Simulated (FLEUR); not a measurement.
# SnTe (Fm-3m) in FLEUR: notebook

One crystal, SnTe, is run at these levels: r2SCAN; tasks: band structure, equation of state.

Everything below comes from runs of FLEUR MaX-R8.1 (later development tree). Logs are shortened: lines on timing, memory, paths and dates and some standing lists are left out, and cuts for length are marked.

**Measured values to compare with.**

From a printed reference work, textbook, for a bulk crystal of SnTe at 300 K: band gap 0.18 eV (direct).

How close the calculation comes is told below.

## 1. Starting point

It takes space group Fm-3m (No. 225, cubic). Conventional cell: a = 6.302 Å, b = 6.302 Å, c = 6.302 Å, α = 90.00°, β = 90.00°, γ = 90.00°. Te (site symmetry m-3m) is surrounded by 6 Sn at 3.15 Å. Sn (site symmetry m-3m) is surrounded by 6 Te at 3.15 Å.

## 2. Band structure, r2SCAN

inp.xml reads:

```xml
<?xml version="1.0" encoding="UTF-8" standalone="no"?>
<fleurInput fleurInputVersion="0.39">
   <comment>
      SnTe                                                                                                
   </comment>
   <calculationSetup>
      <cutoffs Kmax="4.1" Gmax="12.7" GmaxXC="12.7" numbands="0"/>
      <scfLoop itmax="80" minDistance="0.0001" maxIterBroyd="30" imix="Anderson" alpha="0.05" precondParam="0.0" spinf="2.0" sdNocoIR="T"/>
      <coreElectrons ctail="F" frcor="F" kcrel="0" coretail_lmax="0"/>
      <xcFunctional name="LibXC" relativisticCorrections="F">
         <LibXCName exchange="mgga_x_r2scan" correlation="mgga_c_r2scan"/>
         <AuxGGA exchange="117" correlation="130"/>
      </xcFunctional>
      <magnetism jspins="1"/>
      <soc l_soc="F" theta="0.0" phi="0.0" spav="F"/>
      <expertModes spex="0" secvar="F"/>
      <geometryOptimization l_f="F" forcealpha="1.0" forcemix="BFGS" epsdisp="0.00001" epsforce="0.00001"/>
      <ldaU l_linMix="F" mixParam="0.05" spinf="1.0"/>
   </calculationSetup>
   <cell>
      <bzIntegration valenceElectrons="44.0" mode="hist" fermiSmearingEnergy="0.00183747">
         <kPointListSelection listName="default-1"/>
         <!-- k-points included here -->
         <xi:include xmlns:xi="http://www.w3.org/2001/XInclude" href="kpts.xml"> </xi:include>
[... 36 lines left out ...]
            <stateOccupation state="(5p3/2)" spinUp="0.666667" spinDown="0.666667"/>
         </electronConfig>
         <energyParameters s="5" p="5" d="4" f="4"/>
         <lo type="SCLO" l="0" n="4" eDeriv="0"/>
         <lo type="SCLO" l="1" n="4" eDeriv="0"/>
         <lo type="SCLO" l="1" n="4" eDeriv="1"/>
         <lo type="SCLO" l="2" n="4" eDeriv="2"/>
         <lo type="SCLO" l="3" n="4" eDeriv="2"/>
      </species>
   </atomSpecies>
   <atomGroups>
      <atomGroup species="Tellurium (Te)">
         <relPos label="                   1">1.000/2.000 1.000/2.000 1.000/2.000</relPos>
         <force calculate="T" relaxXYZ="TTT"/>
      </atomGroup>
      <atomGroup species="Tin (Sn)">
         <relPos label="                   2">.0000000000 .0000000000 .0000000000</relPos>
         <force calculate="T" relaxXYZ="TTT"/>
      </atomGroup>
   </atomGroups>
   <output dos="F" band="F" slice="F">
      <checks vchk="F" cdinf="F"/>
      <bandDOS minEnergy="-.5*Htr" maxEnergy="0.5*Htr" sigma="0.015" storeEVData="T"/>
      <vacuumDOS vacdos="F" integ="F" star="F" nstars="0" locx1="0.0" locy1="0.0" locx2="0.0" locy2="0.0" nstm="0" tworkf="0.0"/>
      <unfoldingBand unfoldBand="F" supercellX="1" supercellY="1" supercellZ="1"/>
      <plotting iplot="0" polar="F">
         <plot TwoD="T" vec1="  1.0  0.0  0.0" vec2="  0.0  1.0  0.0" vec3="  0.0  0.0  1.0" zero="  0.0  0.0  0.0" file="plot"/>
      </plotting>
      <chargeDensitySlicing numkpt="0" minEigenval="0.0" maxEigenval="0.0" nnne="0" pallst="F"/>
      <specialOutput eonly="F"/>
      <moessbauerParams electricFieldGradient="T" isomerShift="T" coreHyperfine="T" valenceHyperfine="T"/>
      <magneticCircularDichroism mcd="F" energyLo="-10.0" energyUp="0.0"/>
   </output>
  <!-- We include the file relax.xml here to enable relaxations (see documentation) -->
  <xi:include xmlns:xi="http://www.w3.org/2001/XInclude" href="relax.xml"> <xi:fallback/> </xi:include>
</fleurInput>
```

crystal.txt reads:

```
SnTe
&input cartesian=F /
0.0000000000  3.1508500000  3.1508500000
3.1508500000  0.0000000000  3.1508500000
3.1508500000  3.1508500000  0.0000000000
1.8897261246
1.0 1.0 1.0

2
52 0.5000000000  0.5000000000  0.5000000000
50 0.0000000000  0.0000000000  0.0000000000

&kpt div1=7 div2=7 div3=7 gamma=T /
```

inp.xml (bands) reads:

```
<?xml version="1.0" encoding="UTF-8" standalone="no"?>
<fleurInput fleurInputVersion="0.39">
   <comment>
      SnTe                                                                                                
   </comment>
   <calculationSetup>
      <cutoffs Kmax="4.1" Gmax="12.7" GmaxXC="12.7" numbands="0"/>
      <scfLoop itmax="80" minDistance="0.0001" maxIterBroyd="30" imix="Anderson" alpha="0.05" precondParam="0.0" spinf="2.0" sdNocoIR="T"/>
      <coreElectrons ctail="F" frcor="F" kcrel="0" coretail_lmax="0"/>
      <xcFunctional name="LibXC" relativisticCorrections="F">
         <LibXCName exchange="mgga_x_r2scan" correlation="mgga_c_r2scan"/>
         <AuxGGA exchange="117" correlation="130"/>
      </xcFunctional>
      <magnetism jspins="1"/>
      <soc l_soc="F" theta="0.0" phi="0.0" spav="F"/>
      <expertModes spex="0" secvar="F"/>
      <geometryOptimization l_f="F" forcealpha="1.0" forcemix="BFGS" epsdisp="0.00001" epsforce="0.00001"/>
      <ldaU l_linMix="F" mixParam="0.05" spinf="1.0"/>
   </calculationSetup>
   <cell>
      <bzIntegration valenceElectrons="44.0" mode="hist" fermiSmearingEnergy="0.00183747">
         <kPointListSelection listName="path-1"/>
         <!-- k-points included here -->
         <xi:include xmlns:xi="http://www.w3.org/2001/XInclude" href="kpts.xml"> </xi:include>
      </bzIntegration>
[... 36 lines left out ...]
         </electronConfig>
         <energyParameters s="5" p="5" d="4" f="4"/>
         <lo type="SCLO" l="0" n="4" eDeriv="0"/>
         <lo type="SCLO" l="1" n="4" eDeriv="0"/>
         <lo type="SCLO" l="1" n="4" eDeriv="1"/>
         <lo type="SCLO" l="2" n="4" eDeriv="2"/>
         <lo type="SCLO" l="3" n="4" eDeriv="2"/>
      </species>
   </atomSpecies>
   <atomGroups>
      <atomGroup species="Tellurium (Te)">
         <relPos label="                   1">1.000/2.000 1.000/2.000 1.000/2.000</relPos>
         <force calculate="T" relaxXYZ="TTT"/>
      </atomGroup>
      <atomGroup species="Tin (Sn)">
         <relPos label="                   2">.0000000000 .0000000000 .0000000000</relPos>
         <force calculate="T" relaxXYZ="TTT"/>
      </atomGroup>
   </atomGroups>
   <output dos="F" band="T" slice="F">
      <checks vchk="F" cdinf="F"/>
      <bandDOS minEnergy="-.5*Htr" maxEnergy="0.5*Htr" sigma="0.015" storeEVData="T"/>
      <vacuumDOS vacdos="F" integ="F" star="F" nstars="0" locx1="0.0" locy1="0.0" locx2="0.0" locy2="0.0" nstm="0" tworkf="0.0"/>
      <unfoldingBand unfoldBand="F" supercellX="1" supercellY="1" supercellZ="1"/>
      <plotting iplot="0" polar="F">
         <plot TwoD="T" vec1="  1.0  0.0  0.0" vec2="  0.0  1.0  0.0" vec3="  0.0  0.0  1.0" zero="  0.0  0.0  0.0" file="plot"/>
      </plotting>
      <chargeDensitySlicing numkpt="0" minEigenval="0.0" maxEigenval="0.0" nnne="0" pallst="F"/>
      <specialOutput eonly="F"/>
      <moessbauerParams electricFieldGradient="T" isomerShift="T" coreHyperfine="T" valenceHyperfine="T"/>
      <magneticCircularDichroism mcd="F" energyLo="-10.0" energyUp="0.0"/>
   </output>
  <!-- We include the file relax.xml here to enable relaxations (see documentation) -->
  <xi:include xmlns:xi="http://www.w3.org/2001/XInclude" href="relax.xml"> <xi:fallback/> </xi:include>
</fleurInput>
```

Potentials or basis: all-electron, FLAPW.

Launch:

```
$ inpgen -f crystal.txt -profile fastHighL
$ # inp.xml edited to the form shown
$ fleur_MPI
$ fleur_MPI   # second run, on inp.xml (bands)
```

What it wrote:

```text
Welcome to FLEUR        (www.flapw.de)
      MaX-Release 8.1          (www.max-centre.eu)
 func_ids         498         497         498         497
 MetaGGA potential functional detected - V_tau will be computed
 Auxiliary Potential for radial basis: exchange=         117  correlation=         130
The functional 'Re-regularized SCAN exchange by Furness et al' is an exchange functional, it belongs to the 'MGGA' family and is defined in the reference(s):
[1] J. W. Furness, A. D. Kaplan, J. Ning, J. P. Perdew, and J. Sun.,  J. Phys. Chem. Lett. 11, 8208-8215 (2020)
[2] J. W. Furness, A. D. Kaplan, J. Ning, J. P. Perdew, and J. Sun.,  J. Phys. Chem. Lett. 11, 9248-9248 (2020)
The functional 'Re-regularized SCAN correlation by Furness et al' is a correlation functional, it belongs to the 'MGGA' family and is defined in the reference(s):
[1] J. W. Furness, A. D. Kaplan, J. Ning, J. P. Perdew, and J. Sun.,  J. Phys. Chem. Lett. 11, 8208-8215 (2020)
[2] J. W. Furness, A. D. Kaplan, J. Ning, J. P. Perdew, and J. Sun.,  J. Phys. Chem. Lett. 11, 9248-9248 (2020)
 Using same functional for VXC and EXC

 ========== k-point set info ==========
 Selected k-point list: default-1
 k-point list type: mesh
 7 x 7 x 7
 Number of k points: 20

 ------------Calculation Setup---------------------------
 Number of MPI-tasks      :            1
 Number of PE/node        :            1
 Number of OMP-threads    :            1
 Most efficient MPI parallelization for:
           1           2           4           5          10          20
 Additional eigenvalue parallelization possible
 Number of basis functions:          615
 Approximate size of matrices (H+S) per k-point:         0.006 GB
 --------------------------------------------------------
The functional 'Hammer, Hansen, and Norskov' is an exchange functional, it belongs to the 'GGA' family and is defined in the reference(s):
[1] B. Hammer, L. B. Hansen, and J. K. Nørskov.,  Phys. Rev. B 59, 7413 (1999)
The functional 'Perdew, Burke & Ernzerhof' is a correlation functional, it belongs to the 'GGA' family and is defined in the reference(s):
[1] J. P. Perdew, K. Burke, and M. Ernzerhof.,  Phys. Rev. Lett. 77, 3865 (1996)
[2] J. P. Perdew, K. Burke, and M. Ernzerhof.,  Phys. Rev. Lett. 78, 1396 (1997)
 Using same functional for VXC and EXC
 Using auxiliary GGA potential for the first iteration of MetaGGA calculation.
 Reset of history
 Reset of history
 Iteration:     1   Distance:      23.91089970 me/bohr^3
The functional 'Hammer, Hansen, and Norskov' is an exchange functional, it belongs to the 'GGA' family and is defined in the reference(s):
[1] B. Hammer, L. B. Hansen, and J. K. Nørskov.,  Phys. Rev. B 59, 7413 (1999)
The functional 'Perdew, Burke & Ernzerhof' is a correlation functional, it belongs to the 'GGA' family and is defined in the reference(s):
[1] J. P. Perdew, K. Burke, and M. Ernzerhof.,  Phys. Rev. Lett. 77, 3865 (1996)
[2] J. P. Perdew, K. Burke, and M. Ernzerhof.,  Phys. Rev. Lett. 78, 1396 (1997)
 Using same functional for VXC and EXC
 Iteration:     2   Distance:      22.61178765 me/bohr^3
The functional 'Hammer, Hansen, and Norskov' is an exchange functional, it belongs to the 'GGA' family and is defined in the reference(s):
[1] B. Hammer, L. B. Hansen, and J. K. Nørskov.,  Phys. Rev. B 59, 7413 (1999)
The functional 'Perdew, Burke & Ernzerhof' is a correlation functional, it belongs to the 'GGA' family and is defined in the reference(s):
[1] J. P. Perdew, K. Burke, and M. Ernzerhof.,  Phys. Rev. Lett. 77, 3865 (1996)
[2] J. P. Perdew, K. Burke, and M. Ernzerhof.,  Phys. Rev. Lett. 78, 1396 (1997)
 Using same functional for VXC and EXC
 Iteration:     3   Distance:      21.46016784 me/bohr^3
The functional 'Hammer, Hansen, and Norskov' is an exchange functional, it belongs to the 'GGA' family and is defined in the reference(s):
[1] B. Hammer, L. B. Hansen, and J. K. Nørskov.,  Phys. Rev. B 59, 7413 (1999)
The functional 'Perdew, Burke & Ernzerhof' is a correlation functional, it belongs to the 'GGA' family and is defined in the reference(s):
[1] J. P. Perdew, K. Burke, and M. Ernzerhof.,  Phys. Rev. Lett. 77, 3865 (1996)
[2] J. P. Perdew, K. Burke, and M. Ernzerhof.,  Phys. Rev. Lett. 78, 1396 (1997)
 Using same functional for VXC and EXC
 Iteration:     4   Distance:       1.91676885 me/bohr^3
The functional 'Hammer, Hansen, and Norskov' is an exchange functional, it belongs to the 'GGA' family and is defined in the reference(s):
[1] B. Hammer, L. B. Hansen, and J. K. Nørskov.,  Phys. Rev. B 59, 7413 (1999)
The functional 'Perdew, Burke & Ernzerhof' is a correlation functional, it belongs to the 'GGA' family and is defined in the reference(s):
[1] J. P. Perdew, K. Burke, and M. Ernzerhof.,  Phys. Rev. Lett. 77, 3865 (1996)
[2] J. P. Perdew, K. Burke, and M. Ernzerhof.,  Phys. Rev. Lett. 78, 1396 (1997)
 Using same functional for VXC and EXC
 Iteration:     5   Distance:       0.68359852 me/bohr^3
The functional 'Hammer, Hansen, and Norskov' is an exchange functional, it belongs to the 'GGA' family and is defined in the reference(s):
[1] B. Hammer, L. B. Hansen, and J. K. Nørskov.,  Phys. Rev. B 59, 7413 (1999)
The functional 'Perdew, Burke & Ernzerhof' is a correlation functional, it belongs to the 'GGA' family and is defined in the reference(s):
[1] J. P. Perdew, K. Burke, and M. Ernzerhof.,  Phys. Rev. Lett. 77, 3865 (1996)
[2] J. P. Perdew, K. Burke, and M. Ernzerhof.,  Phys. Rev. Lett. 78, 1396 (1997)
 Using same functional for VXC and EXC
 Iteration:     6   Distance:       0.46269814 me/bohr^3
The functional 'Hammer, Hansen, and Norskov' is an exchange functional, it belongs to the 'GGA' family and is defined in the reference(s):
[1] B. Hammer, L. B. Hansen, and J. K. Nørskov.,  Phys. Rev. B 59, 7413 (1999)
The functional 'Perdew, Burke & Ernzerhof' is a correlation functional, it belongs to the 'GGA' family and is defined in the reference(s):
[1] J. P. Perdew, K. Burke, and M. Ernzerhof.,  Phys. Rev. Lett. 77, 3865 (1996)
[2] J. P. Perdew, K. Burke, and M. Ernzerhof.,  Phys. Rev. Lett. 78, 1396 (1997)
 Using same functional for VXC and EXC
[... 19 lines left out ...]
[2] J. P. Perdew, K. Burke, and M. Ernzerhof.,  Phys. Rev. Lett. 78, 1396 (1997)
 Using same functional for VXC and EXC
 Iteration:    10   Distance:       0.00844003 me/bohr^3
The functional 'Hammer, Hansen, and Norskov' is an exchange functional, it belongs to the 'GGA' family and is defined in the reference(s):
[1] B. Hammer, L. B. Hansen, and J. K. Nørskov.,  Phys. Rev. B 59, 7413 (1999)
The functional 'Perdew, Burke & Ernzerhof' is a correlation functional, it belongs to the 'GGA' family and is defined in the reference(s):
[1] J. P. Perdew, K. Burke, and M. Ernzerhof.,  Phys. Rev. Lett. 77, 3865 (1996)
[2] J. P. Perdew, K. Burke, and M. Ernzerhof.,  Phys. Rev. Lett. 78, 1396 (1997)
 Using same functional for VXC and EXC
 Iteration:    11   Distance:       0.00673047 me/bohr^3
The functional 'Hammer, Hansen, and Norskov' is an exchange functional, it belongs to the 'GGA' family and is defined in the reference(s):
[1] B. Hammer, L. B. Hansen, and J. K. Nørskov.,  Phys. Rev. B 59, 7413 (1999)
The functional 'Perdew, Burke & Ernzerhof' is a correlation functional, it belongs to the 'GGA' family and is defined in the reference(s):
[1] J. P. Perdew, K. Burke, and M. Ernzerhof.,  Phys. Rev. Lett. 77, 3865 (1996)
[2] J. P. Perdew, K. Burke, and M. Ernzerhof.,  Phys. Rev. Lett. 78, 1396 (1997)
 Using same functional for VXC and EXC
 Iteration:    12   Distance:       0.00083381 me/bohr^3
The functional 'Hammer, Hansen, and Norskov' is an exchange functional, it belongs to the 'GGA' family and is defined in the reference(s):
[1] B. Hammer, L. B. Hansen, and J. K. Nørskov.,  Phys. Rev. B 59, 7413 (1999)
The functional 'Perdew, Burke & Ernzerhof' is a correlation functional, it belongs to the 'GGA' family and is defined in the reference(s):
[1] J. P. Perdew, K. Burke, and M. Ernzerhof.,  Phys. Rev. Lett. 77, 3865 (1996)
[2] J. P. Perdew, K. Burke, and M. Ernzerhof.,  Phys. Rev. Lett. 78, 1396 (1997)
 Using same functional for VXC and EXC
 Iteration:    13   Distance:       0.00063189 me/bohr^3
The functional 'Hammer, Hansen, and Norskov' is an exchange functional, it belongs to the 'GGA' family and is defined in the reference(s):
[1] B. Hammer, L. B. Hansen, and J. K. Nørskov.,  Phys. Rev. B 59, 7413 (1999)
The functional 'Perdew, Burke & Ernzerhof' is a correlation functional, it belongs to the 'GGA' family and is defined in the reference(s):
[1] J. P. Perdew, K. Burke, and M. Ernzerhof.,  Phys. Rev. Lett. 77, 3865 (1996)
[2] J. P. Perdew, K. Burke, and M. Ernzerhof.,  Phys. Rev. Lett. 78, 1396 (1997)
 Using same functional for VXC and EXC
 Iteration:    14   Distance:       0.00009246 me/bohr^3

 ********************************************************************
 Run finished successfully
 Stop message:
   all done
 ********************************************************************
```

Wall time 64 s (1 thread of Arm Neoverse V2, shared host); peak memory 0.09 GiB.

Results:

```yaml
Free_energy: -353096.5866 eV
Band_gap_along_the_path: 0.03 eV, direct
Valence_electrons_inside_the_program's_atomic_spheres: Te 20.15; Sn 20.10 (radii Te 2.66, Sn 2.66 bohr)
```

Levels at the corners of the path, in eV from the Fermi level:
```
point  band 18  band 19  band 20  band 21  band 22  band 23  band 24  band 25  band 26  band 27
    Γ   -13.58    -4.81    -2.57    -2.57    -2.57     3.36     3.36     3.36     4.93     4.93
    X   -11.89    -6.83    -6.06    -4.20    -4.20     2.24     5.04     5.04     6.64     9.30
    W   -11.80    -7.84    -5.29    -5.29    -1.11     0.77     4.76     4.76     6.26     6.26
    K   -11.85    -7.90    -5.65    -3.68    -3.02     2.98     3.16     4.33     5.75     8.34
    Γ   -13.58    -4.81    -2.57    -2.57    -2.57     3.36     3.36     3.36     4.93     4.93
    L   -12.22    -8.88    -2.20    -2.20     0.01     0.05     0.21     0.21     8.12     9.08
    U   -11.85    -7.90    -5.65    -3.68    -3.02     2.98     3.16     4.33     5.75     8.34
    W   -11.80    -7.84    -5.29    -5.29    -1.11     0.77     4.76     4.76     6.26     6.26
    L   -12.22    -8.88    -2.20    -2.20     0.01     0.05     0.21     0.21     8.12     9.08
    K   -11.85    -7.90    -5.65    -3.68    -3.02     2.98     3.16     4.33     5.75     8.34
    U   -11.85    -7.90    -5.65    -3.68    -3.02     2.98     3.16     4.33     5.75     8.34
    X   -11.89    -6.83    -6.06    -4.20    -4.20     2.24     5.04     5.04     6.64     9.30
```

Core levels (eV from the Fermi level):
| atom | levels |
| --- | --- |
| 1 Te | 1s1/2 -31604.8, 2s1/2 -4841.5, 2p1/2 -4535.2, 2p3/2 -4260.7, 3s1/2 -960.1, 3p1/2 -834.2, 3p3/2 -783.1, 4s1/2 -159.8, 3d3/2 -561.4, 3d5/2 -550.7 |
| 2 Sn | 1s1/2 -28993.6, 2s1/2 -4372.7, 2p1/2 -4083.6, 2p3/2 -3853.0, 3s1/2 -840.9, 3p1/2 -723.6, 3p3/2 -681.5, 3d3/2 -474.4, 3d5/2 -465.7 |

Caveat: this odd mesh misses L, where the gap lies, so gap, dielectric constants and Born charges aren't listed; the meta-GGA is that of a development version, with a GGA for the radial functions and cores and without core tails; spin-orbit coupling is left out, which moves the levels of the heavy elements.

## 3. Equation of state, r2SCAN, 29.40 Å³/atom (volume scaled by 0.94)

Changes to inp.xml since step 2:

```diff
@@ -27,3 +27,3 @@
       <xi:include xmlns:xi="http://www.w3.org/2001/XInclude" href="sym.xml"> </xi:include>
-      <bulkLattice scale="1.0">
+      <bulkLattice scale="0.9795861087">
          <bravaisMatrix>
```

Potentials or basis: all-electron, FLAPW.

Launch:

```
$ inpgen -f crystal.txt -profile fastHighL
$ # inp.xml edited to the form shown
$ fleur_MPI
```

Run time: 49 s. Hardware: 1 thread of Arm Neoverse V2, shared host; peak memory 0.09 GiB.

It converged, with:

```
Free energy                                           : -353096.5105 eV
Valence electrons inside the program's atomic spheres : Te 20.19; Sn 20.17 (radii Te 2.66, Sn 2.66 bohr)
```

Caveat: this odd mesh misses L, where the gap lies, so gap, dielectric constants and Born charges aren't listed; the meta-GGA is that of a development version, with a GGA for the radial functions and cores and without core tails.

## 4. Equation of state, r2SCAN, 30.03 Å³/atom (volume scaled by 0.96)

Changes to inp.xml since step 3:

```diff
@@ -27,3 +27,3 @@
       <xi:include xmlns:xi="http://www.w3.org/2001/XInclude" href="sym.xml"> </xi:include>
-      <bulkLattice scale="0.9795861087">
+      <bulkLattice scale="0.9864848297">
          <bravaisMatrix>
```

Launch:

```
$ inpgen -f crystal.txt -profile fastHighL
$ # inp.xml edited to the form shown
$ fleur_MPI
```

Run time: 50 s. Hardware: 1 thread of Arm Neoverse V2, shared host; peak memory 0.09 GiB.

The run converged. Its results:

- Free energy: -353096.5452 eV
- Valence electrons inside the program's atomic spheres: Te 20.18; Sn 20.14 (radii Te 2.66, Sn 2.66 bohr)

Caveat: this odd mesh misses L, where the gap lies, so gap, dielectric constants and Born charges aren't listed; the meta-GGA is that of a development version, with a GGA for the radial functions and cores and without core tails.

## 5. Equation of state, r2SCAN, 31.28 Å³/atom

Changes to inp.xml since step 4:

```diff
@@ -27,3 +27,3 @@
       <xi:include xmlns:xi="http://www.w3.org/2001/XInclude" href="sym.xml"> </xi:include>
-      <bulkLattice scale="0.9864848297">
+      <bulkLattice scale="1.0000000000">
          <bravaisMatrix>
```

Launch:

```
$ inpgen -f crystal.txt -profile fastHighL
$ # inp.xml edited to the form shown
$ fleur_MPI
```

Run time: 53 s. Hardware: 1 thread of Arm Neoverse V2, shared host; peak memory 0.09 GiB.

It converged, with:

```
Free energy                                           : -353096.5866 eV
Valence electrons inside the program's atomic spheres : Te 20.15; Sn 20.10 (radii Te 2.66, Sn 2.66 bohr)
```

Caveat: this odd mesh misses L, where the gap lies, so gap, dielectric constants and Born charges aren't listed; the meta-GGA is that of a development version, with a GGA for the radial functions and cores and without core tails.

[end of part 1 of 2]
